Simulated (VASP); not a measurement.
# Ge (Cmcm) in VASP: notebook

Runs on Ge. Level: PBE. Tasks: single point.

Everything below comes from runs of VASP 6.6.1. Logs are shortened: lines on timing, memory, paths and dates and some standing lists are left out, and cuts for length are marked.

### Step 1. The crystal as given

It takes space group Cmcm (No. 63, orthorhombic). The conventional cell has a = 2.976 Å, b = 5.189 Å, c = 4.728 Å, α = 90.00°, β = 90.00°, γ = 90.00°. Ge (site symmetry m2m) has 12 Ge at 2.92 to 2.99 Å as nearest neighbours.

This isn't the form of Ge at room conditions, which is diamond.

### Step 2. Single point, PBE

Contents of INCAR:

```
SYSTEM = Ge
PREC = Accurate
ENCUT = 450
EDIFF = 1E-6
ISMEAR = 0
SIGMA = 0.05
LREAL = .False.
LASPH = .False.
NELM = 100
ALGO = Normal
ISIF = 2
LWAVE = .False.
LCHARG = .False.
GGA = PE
ADDGRID = .False.
```

Contents of KPOINTS:

```
regular mesh
0
Gamma
  6 6 4
  0 0 0
```

Contents of POSCAR:

```
Ge
1.0
    1.4880529250     -2.5946896100      0.0000000000
    1.4880529250      2.5946896100      0.0000000000
    0.0000000000      0.0000000000      4.7275957900
Ge
2
Direct
    0.3592940000      0.6730280000      0.2256240000
    0.6679590000      0.3129580000      0.7530700000
```

Potentials or basis: VASP PAW PBE potentials, release 64 (Ge_d).

The run is started by

```console
$ cat potpaw_PBE.64/Ge_d/POTCAR > POTCAR
$ mpirun -np 1 vasp_std > vasp.out
```

OUTCAR:

```text
SYSTEM = Ge
   PREC = Accurate
   ENCUT = 450
   EDIFF = 1E-6
   ISMEAR = 0
   LREAL = .False.
   LASPH = .False.
   NELM = 100
   ISIF = 2
   GGA = PE

 Found     76 irreducible k-points:

 Following reciprocal coordinates:
            Coordinates               Weight
  0.000000  0.000000  0.000000      1.000000
  0.166667  0.000000  0.000000      2.000000
  0.000000  0.166667  0.000000      2.000000
  0.333333  0.000000  0.000000      2.000000
  0.000000  0.333333  0.000000      2.000000
  0.500000  0.000000  0.000000      1.000000
   k-points           NKPTS =     76   k-points in BZ     NKDIM =     76   number of bands    NBANDS=     18
   number of dos      NEDOS =    301   number of ions     NIONS =      2
   total plane-waves  NPLWV =  20736
   dimension x,y,z NGX =    24 NGY =   24 NGZ =   36
   dimension x,y,z NGXF=    48 NGYF=   48 NGZF=   72
   ions per type =               2
   NGX,Y,Z   is equivalent  to a cutoff of  13.34, 13.34, 12.66 a.u.
   NGXF,Y,Z  is equivalent  to a cutoff of  26.68, 26.68, 25.32 a.u.
 SYSTEM =  Ge
   PREC   = accura    normal or accurate (medium, high low for compatibility)
   ISTART =      0    job   : 0-new  1-cont  2-samecut
   ICHARG =      2    charge: 1-file 2-atom 10-const
   ISPIN  =      1    spin polarized calculation?
   LNONCOLLINEAR =      F non collinear calculations
   LSORBIT =      F    spin-orbit coupling
   LASPH  =      F    aspherical Exc in radial PAW
   ENCUT  =  450.0 eV  33.07 Ry    5.75 a.u.   5.17  5.17  8.18*2*pi/ulx,y,z
   NELM   =    100;   NELMIN=  2; NELMDL= -5     # of ELM steps
   EDIFF  = 0.1E-05   stopping-criterion for ELM
   LREAL  =      F    real-space projection
   EDIFFG = 0.1E-04   stopping-criterion for IOM
   NSW    =      0    number of steps for IOM
   IBRION =     -1    ionic relax: 0-MD 1-quasi-New 2-CG
   NFREE  =      0    steps in history (QN), initial steepest desc. (CG)
   ISIF   =      2    stress and relaxation
   ISYM   =      2    0-nonsym 1-usesym 2-fastsym
   POTIM  = 0.5000    time-step for ionic-motion
   TEBEG  =    0.0;   TEEND  =   0.0 temperature during run
   PSTRESS=    0.0 pullay stress
   NELECT =      28.0000    total number of electrons
   NUPDOWN=      -1.0000    fix difference up-down
   EMIN   =  10.00;   EMAX   =-10.00  energy-range for DOS
   EFERMI =   0.00;   METHOD = LEGACY
   ISMEAR =     0;   SIGMA  =   0.05  broadening in eV -4-tet -1-fermi 0-gaus
   EFERMI_NEDOS =   21; number of points for ismear=-14 and -15
   IALGO  =     38    algorithm
   IMIX   =      4    mixing-type and parameters
     AMIX     =   0.40;   BMIX     =  1.00
     AMIX_MAG =   1.60;   BMIX_MAG =  1.00
  volume/ion in A,a.u.               =      18.25       123.18
  Fermi-wavevector in a.u.,A,eV,Ry     =   1.498544  2.831837 30.553703  2.245634
  Thomas-Fermi vector in A             =   2.610289
   LORBIT       =      0    0 simple, 1 ext, 2 COOP (PROOUT), +10 PAW based schemes
   GGA     = PE    functional components
   LHFCALC =     F    Hartree Fock is set to
   AEXX    =    0.0000 exact exchange contribution
   IVDW    =     0    specifies the selected vdW correction
   LEPSILON=     F    determine dielectric tensor
   LRPA    =     F    only Hartree local field effects (RPA)
 non-spin polarized calculation
 Gauss-broadening in eV      SIGMA  =   0.05
  energy-cutoff  :      450.00
  volume of cell :       36.51
 maximum number of plane-waves:       808
 NGX is ok and might be reduce to    24
   NGX = 11   NGY = 11   NGZ = 17

 number of electron      28.0000007 magnetization

 Free energy of the ion-electron system (eV)
  ---------------------------------------------------
  ext. energy  EPLUGINS =         0.00000000
  ---------------------------------------------------
  free energy    TOTEN  =        -8.27961161 eV

  energy without entropy =       -8.27706746  energy(sigma->0) =       -8.27833954

 E-fermi :   7.2546     XC(G=0): -11.4590

 val. band max:        7.2508012241   @ k =  -0.1667   0.3333  -0.2500
 cond. band min:       7.2584491089   @ k =  -0.1667  -0.1667   0.2500
 fundamental gap:      0.0076478849
 Fermi energy:         7.2545938239

 k-point     1 :       0.0000    0.0000    0.0000
  band No.  band energies     occupation
      1     -17.6155      2.00000
      2     -17.6119      2.00000
      3     -17.6111      2.00000
      4     -17.6087      2.00000
      5     -17.6079      2.00000
      6     -17.5923      2.00000
[... 10 lines left out ...]
     17      16.0060      0.00000
     18      17.2608      0.00000

 k-point     2 :       0.1667    0.0000    0.0000
  band No.  band energies     occupation
      1     -17.6317      2.00000
      2     -17.6165      2.00000
      3     -17.6024      2.00000
      4     -17.5905      2.00000
      5     -17.5878      2.00000
      6     -17.5805      2.00000
[... 10 lines left out ...]
     17      15.8969      0.00000
     18      16.0593      0.00000

 k-point     3 :       0.0000    0.1667    0.0000
  band No.  band energies     occupation
      1     -17.6342      2.00000
      2     -17.6146      2.00000
      3     -17.5995      2.00000
      4     -17.5913      2.00000
      5     -17.5889      2.00000
      6     -17.5876      2.00000
[... 10 lines left out ...]
     17      15.7572      0.00000
     18      15.9642      0.00000

 k-point     4 :       0.3333    0.0000    0.0000
  band No.  band energies     occupation
      1     -17.6592      2.00000
      2     -17.6245      2.00000
      3     -17.6133      2.00000
      4     -17.6056      2.00000
      5     -17.5675      2.00000
      6     -17.5453      2.00000
[... 10 lines left out ...]
     17      11.8159      0.00000
     18      14.1232      0.00000

 k-point     5 :       0.0000    0.3333    0.0000
  band No.  band energies     occupation
      1     -17.6626      2.00000
      2     -17.6241      2.00000
      3     -17.6093      2.00000
      4     -17.6046      2.00000
      5     -17.5670      2.00000
      6     -17.5457      2.00000
[... 10 lines left out ...]
     17      11.5759      0.00000
     18      14.1510      0.00000

 k-point     6 :       0.5000    0.0000    0.0000
  band No.  band energies     occupation
      1     -17.6719      2.00000
      2     -17.6347      2.00000
      3     -17.6197      2.00000
      4     -17.6149      2.00000
      5     -17.5641      2.00000
      6     -17.5418      2.00000
[... 10 lines left out ...]
     17       9.4413      0.00000
     18      13.3892      0.00000

 [... further k-points ...]

------------------------ aborting loop because EDIFF is reached ----------------------------------------

  FORCE on cell =-STRESS in cart. coord.  units (eV):
  Direction    XX          YY          ZZ          XY          YZ          ZX
  --------------------------------------------------------------------------------------
  -------------------------------------------------------------------------------------
  Total        0.5027797      0.6045756      1.6596910      0.1003353     -0.0577805      0.0103877
  in kB       22.0655204     26.5330432     72.8389543      4.4034214     -2.5358150      0.4558873
  external PRESSURE =      40.4791726 kB  Pullay stress =       0.0000000 kB

 VOLUME and BASIS-vectors are now :
 -----------------------------------------------------------------------------
  energy-cutoff  :      450.00
  volume of cell :       36.51
      direct lattice vectors                 reciprocal lattice vectors
     1.488052925 -2.594689610  0.000000000     0.336009554 -0.192701277  0.000000000
     1.488052925  2.594689610  0.000000000     0.336009554  0.192701277  0.000000000
     0.000000000  0.000000000  4.727595790     0.000000000  0.000000000  0.211524006

 POSITION                                       TOTAL-FORCE (eV/Angst)
 -----------------------------------------------------------------------------------
      1.53615      0.81404      1.06666         0.014618     -0.010612      0.356205
      1.45966     -0.92112      3.56021        -0.014618      0.010612     -0.356205
 -----------------------------------------------------------------------------------
    total drift:                               -0.000125      0.000007      0.000367

  FREE ENERGIE OF THE ION-ELECTRON SYSTEM (eV)
  ---------------------------------------------------
  free  energy   TOTEN  =        -8.2796116091 eV

  energy  without entropy=       -8.2770674649  energy(sigma->0) =       -8.27833954
```

Wall time 10 s (1 thread of Intel Xeon 6975P-C (Granite Rapids), shared host); peak memory 0.16 GiB.

The run converged, but some of its settings lie outside the range that counts as converged, so its numbers aren't taken as properties of the crystal.

What came out:

- Free energy: -8.2796 eV
- Pressure: 4.0 GPa
- Largest force: 0.357 eV/Å
- Band gap on the k mesh: none (metal or under the smearing width)

Caveat: the k mesh is coarse (spacing up to 0.41 Å⁻¹), so the values aren't converged.

### Step 3. Single point, PBE

Contents of INCAR:

```
SYSTEM = Ge
PREC = Normal
ENCUT = 450
EDIFF = 1E-4
ISMEAR = 0
SIGMA = 0.05
LREAL = Auto
LASPH = .True.
NELM = 100
ALGO = Normal
ISIF = 2
LWAVE = .False.
LCHARG = .False.
GGA = PE
ADDGRID = .False.
```

KPOINTS is that of step 2.

Contents of POSCAR:

```
Ge
1.0
    1.4880529250     -2.5946896100      0.0000000000
    1.4880529250      2.5946896100      0.0000000000
    0.0000000000      0.0000000000      4.7275957900
Ge
2
Direct
    0.3334466300      0.6665533700      0.2500000000
    0.6665533700      0.3334466300      0.7500000000
```

Potentials or basis: VASP PAW PBE potentials, release 64 (Ge_d).

The run is started by

```console
$ cat potpaw_PBE.64/Ge_d/POTCAR > POTCAR
$ mpirun -np 1 vasp_std > vasp.out
```

OUTCAR:

```text
SYSTEM = Ge
   PREC = Normal
   ENCUT = 450
   EDIFF = 1E-4
   ISMEAR = 0
   LREAL = Auto
   LASPH = .True.
   NELM = 100
   ISIF = 2
   GGA = PE

 Found     39 irreducible k-points:

 Following reciprocal coordinates:
            Coordinates               Weight
  0.000000  0.000000  0.000000      1.000000
  0.166667  0.000000  0.000000      4.000000
  0.333333  0.000000  0.000000      4.000000
  0.500000  0.000000  0.000000      2.000000
  0.166667  0.166667  0.000000      2.000000
  0.333333  0.166667  0.000000      4.000000
   k-points           NKPTS =     39   k-points in BZ     NKDIM =     39   number of bands    NBANDS=     18
   number of dos      NEDOS =    301   number of ions     NIONS =      2
   total plane-waves  NPLWV =   7168
   dimension x,y,z NGX =    16 NGY =   16 NGZ =   28
   dimension x,y,z NGXF=    32 NGYF=   32 NGZF=   56
   ions per type =               2
   NGX,Y,Z   is equivalent  to a cutoff of   8.89,  8.89,  9.85 a.u.
   NGXF,Y,Z  is equivalent  to a cutoff of  17.79, 17.79, 19.69 a.u.
 SYSTEM =  Ge
   PREC   = normal    normal or accurate (medium, high low for compatibility)
   ISTART =      0    job   : 0-new  1-cont  2-samecut
   ICHARG =      2    charge: 1-file 2-atom 10-const
[... 54 lines left out ...]

 E-fermi :   7.3666     XC(G=0): -11.4687

 val. band max:        7.3605183777   @ k =   0.1667   0.1667   0.2500
 cond. band min:       7.3695764737   @ k =  -0.3333   0.1667   0.2500
 fundamental gap:      0.0090580959
 Fermi energy:         7.3665643591

 k-point     1 :       0.0000    0.0000    0.0000
  band No.  band energies     occupation
      1     -17.6185      2.00000
      2     -17.6152      2.00000
      3     -17.6115      2.00000
      4     -17.6065      2.00000
      5     -17.6058      2.00000
      6     -17.6028      2.00000
[... 103 lines left out ...]
      5     -17.5685      2.00000
      6     -17.5644      2.00000
[... 10 lines left out ...]
     17       9.7704      0.00000
     18      11.4606      0.00000

 [... further k-points ...]

------------------------ aborting loop because EDIFF is reached ----------------------------------------

  FORCE on cell =-STRESS in cart. coord.  units (eV):
  Direction    XX          YY          ZZ          XY          YZ          ZX
  --------------------------------------------------------------------------------------
  -------------------------------------------------------------------------------------
  Total        0.3288040      0.2188216      1.6666158      0.0000000      0.0000000      0.0000000
  in kB       14.4302392      9.6034343     73.1428613      0.0000000      0.0000000      0.0000000
  external PRESSURE =      32.3921783 kB  Pullay stress =       0.0000000 kB

 VOLUME and BASIS-vectors are now :
 -----------------------------------------------------------------------------
  energy-cutoff  :      450.00
  volume of cell :       36.51
      direct lattice vectors                 reciprocal lattice vectors
     1.488052925 -2.594689610  0.000000000     0.336009554 -0.192701277  0.000000000
     1.488052925  2.594689610  0.000000000     0.336009554  0.192701277  0.000000000
     0.000000000  0.000000000  4.727595790     0.000000000  0.000000000  0.211524006

 POSITION                                       TOTAL-FORCE (eV/Angst)
 -----------------------------------------------------------------------------------
      1.48805      0.86431      1.18190         0.000000      0.002696      0.000000
      1.48805     -0.86431      3.54570         0.000000     -0.002696     -0.000000
 -----------------------------------------------------------------------------------
    total drift:                                0.000000     -0.000000      0.000000

  FREE ENERGIE OF THE ION-ELECTRON SYSTEM (eV)
  ---------------------------------------------------
  free  energy   TOTEN  =        -8.3067538953 eV

  energy  without entropy=       -8.3044201247  energy(sigma->0) =       -8.30558701
```

OSZICAR:

```text
N       E                     dE             d eps       ncg     rms          rms(c)
DAV:   1     0.146654819329E+03    0.14665E+03   -0.14095E+04  1480   0.411E+03
DAV:   2     0.859347890582E+01   -0.13806E+03   -0.13599E+03  1414   0.493E+02
DAV:   3    -0.788982195678E+01   -0.16483E+02   -0.16296E+02  1580   0.129E+02
DAV:   4    -0.833293914137E+01   -0.44312E+00   -0.44079E+00  1682   0.242E+01
DAV:   5    -0.833909322724E+01   -0.61541E-02   -0.61530E-02  1536   0.285E+00    0.168E+00
DAV:   6    -0.831699216399E+01    0.22101E-01   -0.21850E-02  1836   0.259E+00    0.925E-01
DAV:   7    -0.830707129642E+01    0.99209E-02   -0.15559E-02  1830   0.176E+00    0.794E-02
DAV:   8    -0.830674149068E+01    0.32981E-03   -0.13842E-03  1572   0.743E-01    0.292E-02
DAV:   9    -0.830675389531E+01   -0.12405E-04   -0.34086E-05   778   0.691E-02
   1 F= -.83067539E+01 E0= -.83055870E+01  d E =-.233377E-02
```

Run time: 5 s. Hardware: 1 thread of Intel Xeon 6975P-C (Granite Rapids), shared host; peak memory 0.12 GiB.

These settings aren't checked as converged: the numbers below hold their error.

What came out:

```
Free energy            : -8.3068 eV
Pressure               : 3.2 GPa
Band gap on the k mesh : none (metal or under the smearing width)
```

Caveat: the k mesh is coarse (spacing up to 0.41 Å⁻¹), so the values aren't converged.

### Step 4. Single point, PBE

INCAR is that of step 3.

KPOINTS is that of step 3.

Contents of POSCAR:

```
Ge
1.0
    1.4880529250     -2.5946896100      0.0000000000
    1.4880529250      2.5946896100      0.0000000000
    0.0000000000      0.0000000000      4.7275957900
Ge
2
Direct
    0.3592940000      0.6730280000      0.2256240000
    0.6679590000      0.3129580000      0.7530700000
```

Potentials or basis: VASP PAW PBE potentials, release 64 (Ge_d).

The run is started by

```console
$ cat potpaw_PBE.64/Ge_d/POTCAR > POTCAR
$ mpirun -np 1 vasp_std > vasp.out
```

OUTCAR:

```text
SYSTEM = Ge
   PREC = Normal
   ENCUT = 450
   EDIFF = 1E-4
   ISMEAR = 0
   LREAL = Auto
   LASPH = .True.
   NELM = 100
   ISIF = 2
   GGA = PE

 Found     76 irreducible k-points:

 Following reciprocal coordinates:
            Coordinates               Weight
  0.000000  0.000000  0.000000      1.000000
  0.166667  0.000000  0.000000      2.000000
  0.000000  0.166667  0.000000      2.000000
  0.333333  0.000000  0.000000      2.000000
  0.000000  0.333333  0.000000      2.000000
  0.500000  0.000000  0.000000      1.000000
   k-points           NKPTS =     76   k-points in BZ     NKDIM =     76   number of bands    NBANDS=     18
   number of dos      NEDOS =    301   number of ions     NIONS =      2
   total plane-waves  NPLWV =   7168
   dimension x,y,z NGX =    16 NGY =   16 NGZ =   28
   dimension x,y,z NGXF=    32 NGYF=   32 NGZF=   56
   ions per type =               2
   NGX,Y,Z   is equivalent  to a cutoff of   8.89,  8.89,  9.85 a.u.
   NGXF,Y,Z  is equivalent  to a cutoff of  17.79, 17.79, 19.69 a.u.
 SYSTEM =  Ge
   PREC   = normal    normal or accurate (medium, high low for compatibility)
   ISTART =      0    job   : 0-new  1-cont  2-samecut
   ICHARG =      2    charge: 1-file 2-atom 10-const
[... 54 lines left out ...]

 E-fermi :   7.2543     XC(G=0): -11.4592

 val. band max:        7.2505537045   @ k =  -0.1667   0.3333  -0.2500
 cond. band min:       7.2581676054   @ k =  -0.1667  -0.1667   0.2500
 fundamental gap:      0.0076139010
 Fermi energy:         7.2542847340

 k-point     1 :       0.0000    0.0000    0.0000
  band No.  band energies     occupation
      1     -17.6166      2.00000
      2     -17.6131      2.00000
      3     -17.6123      2.00000
      4     -17.6098      2.00000
      5     -17.6090      2.00000
      6     -17.5933      2.00000
[... 103 lines left out ...]
      5     -17.5651      2.00000
      6     -17.5428      2.00000
[... 10 lines left out ...]
     17       9.4412      0.00000
     18      13.3891      0.00000

 [... further k-points ...]

------------------------ aborting loop because EDIFF is reached ----------------------------------------

  FORCE on cell =-STRESS in cart. coord.  units (eV):
  Direction    XX          YY          ZZ          XY          YZ          ZX
  --------------------------------------------------------------------------------------
  -------------------------------------------------------------------------------------
  Total        0.4977493      0.5986520      1.6602238      0.1028378     -0.0594517      0.0104767
  in kB       21.8447540     26.2730765     72.8623374      4.5132470     -2.6091589      0.4597924
  external PRESSURE =      40.3267226 kB  Pullay stress =       0.0000000 kB

 VOLUME and BASIS-vectors are now :
 -----------------------------------------------------------------------------
  energy-cutoff  :      450.00
  volume of cell :       36.51
      direct lattice vectors                 reciprocal lattice vectors
     1.488052925 -2.594689610  0.000000000     0.336009554 -0.192701277  0.000000000
     1.488052925  2.594689610  0.000000000     0.336009554  0.192701277  0.000000000
     0.000000000  0.000000000  4.727595790     0.000000000  0.000000000  0.211524006

 POSITION                                       TOTAL-FORCE (eV/Angst)
 -----------------------------------------------------------------------------------
      1.53615      0.81404      1.06666         0.016442     -0.010897      0.352842
      1.45966     -0.92112      3.56021        -0.016442      0.010897     -0.352842
 -----------------------------------------------------------------------------------
    total drift:                                0.000061     -0.000227      0.000061

  FREE ENERGIE OF THE ION-ELECTRON SYSTEM (eV)
  ---------------------------------------------------
  free  energy   TOTEN  =        -8.2809420063 eV

  energy  without entropy=       -8.2783998400  energy(sigma->0) =       -8.27967092
```

Run time: 8.7 s. Hardware: 1 thread of Intel Xeon 6975P-C (Granite Rapids), shared host; peak memory 0.13 GiB.

The run converged, but some of its settings lie outside the range that counts as converged, so its numbers aren't taken as properties of the crystal.

What came out:

```yaml
Free_energy: -8.2809 eV
Pressure: 4.0 GPa
Largest_force: 0.353 eV/Å
Band_gap_on_the_k_mesh: none (metal or under the smearing width)
```

Caveat: the k mesh is coarse (spacing up to 0.41 Å⁻¹), so the values aren't converged.

(Continued in part 2 of 2.)
